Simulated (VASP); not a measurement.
# CdSe (F-43m) in VASP: a series of runs, part 2 of 2

VASP 6.6.1. Earlier steps stand in the parts before.

### Step 4. Relaxation of cell and atoms, PBEsol

INCAR

```
SYSTEM = CdSe
  PREC = Accurate
  ENCUT = 600
  EDIFF = 1E-7
  ISMEAR = 0
  SIGMA = 0.03
  LREAL = .FALSE.
  LASPH = .TRUE.
  NELM = 80
  ALGO = Normal
  ISIF = 3
  LWAVE = .FALSE.
  LCHARG = .FALSE.
  GGA = PS
  IBRION = 2
  NSW = 90
  EDIFFG = -0.005
  KPAR = 8
```

KPOINTS

```
regular mesh
0
G
  8 8 8
  0 0 0
```

POSCAR

```
CdSe                                    
1.0
    0.0000000000      3.0462087304      3.0462087304
    3.0462087304     -0.0000000000      3.0462087304
    3.0462087304      3.0462087304     -0.0000000000
  Cd              Se            
     1     1
Direct
     0.0000000000000000    0.0000000000000000    0.0000000000000000
     0.7500000000000000    0.7500000000000000    0.7500000000000000
```

Run with:

```
cat potpaw_PBE.64/Cd/POTCAR potpaw_PBE.64/Se/POTCAR > POTCAR
mpirun -np 8 vasp_std > vasp.out
```

It took 4.2 s on 8 MPI ranks of AMD EPYC 9R45 (Zen 5), shared host; peak memory 0.21 GiB.

Results (log left out):

* Free energy: -6.1774 eV
* Pressure after relaxing: 0.0 GPa
* Band gap on the k mesh: 0.47 eV, direct

Final structure:
```xyz
2
Lattice="0.0000 3.0462 3.0462 3.0462 0.0000 3.0462 3.0462 3.0462 0.0000" Properties=species:S:1:pos:R:3 pbc="T T T"
Cd    0.0000    0.0000    0.0000
Se    4.5693    4.5693    4.5693
```

Levels at points of the mesh, in eV from the valence-band top:
```csv
k point,band 5,band 6,band 7,band 8,band 9,band 10,band 11,band 12,band 13
"(0.00, 0.00, 0.00)",-7.52,-7.52,0.00,0.00,0.00,0.47,5.85,5.85,5.85
"(0.50, 0.00, 0.00)",-7.50,-7.23,-4.42,-0.75,-0.75,2.28,6.36,6.36,7.27
"(0.50, 0.50, 0.00)",-7.46,-7.17,-4.11,-1.86,-1.86,3.01,3.67,8.96,10.10
```

Caveat: the relaxation stopped at its first step, so nothing moved; the PAW data sets were made with another functional, which shifts forces and pressure a little. PBEsol gaps usually lie below the measured ones, often by a third to a half.

### Step 5. Relaxation of cell and atoms, PBEsol

This run uses another cell than the first one, of 28.94 Å³/atom, 1.024 times its volume.

INCAR

```
PREC = Accurate
ENCUT = 600
EDIFF = 1E-6
ISMEAR = 0
SIGMA = 0.03
LREAL = False
LASPH = True
NELM = 80
ALGO = Normal
ISIF = 3
LWAVE = False
LCHARG = False
GGA = PS
IBRION = 2
NSW = 90
EDIFFG = -0.01
KPAR = 4
```

KPOINTS

```
regular mesh
0
Gamma
  8 8 8
```

POSCAR

```
CdSe
1.0
    0.0000000000      3.0702711986      3.0702711986
    3.0702711986      0.0000000000      3.0702711986
    3.0702711986      3.0702711986      0.0000000000
Cd Se
1 1
Direct
    0.0000000000      0.0000000000      0.0000000000
    0.7500000000      0.7500000000      0.7500000000
```

Run with:

```
cat potpaw_PBE.64/Cd/POTCAR potpaw_PBE.64/Se/POTCAR > POTCAR
mpirun -np 4 vasp_std > vasp.out
```

It took 48 s on 4 MPI ranks of Intel Xeon Platinum 8259CL at 2.50GHz (Skylake/Cascade Lake), shared host; peak memory 0.23 GiB.

It converged, with:

```yaml
Free_energy: -6.1778 eV
Relaxed_volume: 28.27 Å³/atom
Relaxed_cell: a = 4.308 Å, b = 4.308 Å, c = 4.308 Å, α = 60.00°, β = 60.00°, γ = 60.00°
Space_group_after_relaxing_to_0.05_Å: F-43m (No. 216)
Energy_gained_by_relaxing: 2.5 meV/atom
Ionic_steps: 3
Pressure_after_relaxing: 0.0 GPa
Band_gap_on_the_k_mesh: 0.47 eV, direct
```

Step by step:
```
step  energy change (eV)  largest force (eV/Å)  pressure (GPa)  volume (Å³)
   1              0.0000                0.0000           -1.15        57.88
   2             -0.0045                0.0000            0.33        56.16
   3             -0.0049                0.0000            0.02        56.53
```

Final structure:
```cif
data_structure
_symmetry_space_group_name_H-M 'P 1'
_symmetry_Int_Tables_number 1
_cell_length_a 4.3080
_cell_length_b 4.3080
_cell_length_c 4.3080
_cell_angle_alpha 60.000
_cell_angle_beta 60.000
_cell_angle_gamma 60.000
_cell_volume 56.53
loop_
_atom_site_label
_atom_site_type_symbol
_atom_site_fract_x
_atom_site_fract_y
_atom_site_fract_z
_atom_site_occupancy
Cd1 Cd 0.00000 0.00000 0.00000 1
Se1 Se 0.75000 0.75000 0.75000 1
```

Levels at points of the mesh, in eV from the valence-band top:
```
           k point  band 5  band 6  band 7  band 8  band 9  band 10  band 11  band 12  band 13
(0.00, 0.00, 0.00)   -7.52   -7.52    0.00    0.00    0.00     0.47     5.85     5.85     5.85
(0.50, 0.00, 0.00)   -7.50   -7.23   -4.42   -0.75   -0.75     2.28     6.36     6.36     7.27
(0.50, 0.50, 0.00)   -7.46   -7.17   -4.11   -1.86   -1.86     3.01     3.67     8.96    10.10
```

Caveat: the PAW data sets were made with another functional, which shifts forces and pressure a little.

### Step 6. Relaxation of cell and atoms, PBEsol

Edit INCAR of step 5 so:

```diff
@@ -2,3 +2,3 @@
 ENCUT = 600
-EDIFF = 1E-6
+EDIFF = 1E-7
 ISMEAR = 0
@@ -15,3 +15,3 @@
 NSW = 90
-EDIFFG = -0.01
+EDIFFG = -0.005
 KPAR = 4
```

KPOINTS is that of step 5.

POSCAR

```
CdSe                                    
1.0
    0.0000000000      3.0462087307      3.0462087307
    3.0462087307      0.0000000000      3.0462087307
    3.0462087307      3.0462087307      0.0000000000
  Cd              Se            
     1     1
Direct
     0.0000000000000000    0.0000000000000000    0.0000000000000000
     0.7500000000000000    0.7500000000000000    0.7500000000000000
```

Potentials or basis: VASP PAW PBE potentials, release 64 (Cd, Se).

Run with:

```
cat potpaw_PBE.64/Cd/POTCAR potpaw_PBE.64/Se/POTCAR > POTCAR
mpirun -np 4 vasp_std > vasp.out
```

Run time: 25 s. Hardware: 4 MPI ranks of Intel Xeon Platinum 8259CL at 2.50GHz (Skylake/Cascade Lake), shared host; peak memory 0.21 GiB.

It converged, with:

| Item | Value |
| --- | --- |
| Free energy | -6.1774 eV |
| Pressure after relaxing | 0.0 GPa |
| Band gap on the k mesh | 0.47 eV, direct |

Final structure:
```
CELL_PARAMETERS angstrom
0.00000 3.04621 3.04621
3.04621 0.00000 3.04621
3.04621 3.04621 0.00000
ATOMIC_POSITIONS crystal
Cd 0.00000 0.00000 0.00000
Se 0.75000 0.75000 0.75000
```

Levels at points of the mesh, in eV from the valence-band top:
```csv
k point,band 5,band 6,band 7,band 8,band 9,band 10,band 11,band 12,band 13
"(0.00, 0.00, 0.00)",-7.52,-7.52,0.00,0.00,0.00,0.47,5.85,5.85,5.85
"(0.50, 0.00, 0.00)",-7.50,-7.23,-4.42,-0.75,-0.75,2.28,6.36,6.36,7.27
"(0.50, 0.50, 0.00)",-7.46,-7.17,-4.11,-1.86,-1.86,3.01,3.67,8.96,10.10
```

Caveat: the relaxation stopped at its first step, so nothing moved; the PAW data sets were made with another functional, which shifts forces and pressure a little. As with any semilocal functional, this PBEsol gap is likely too small.
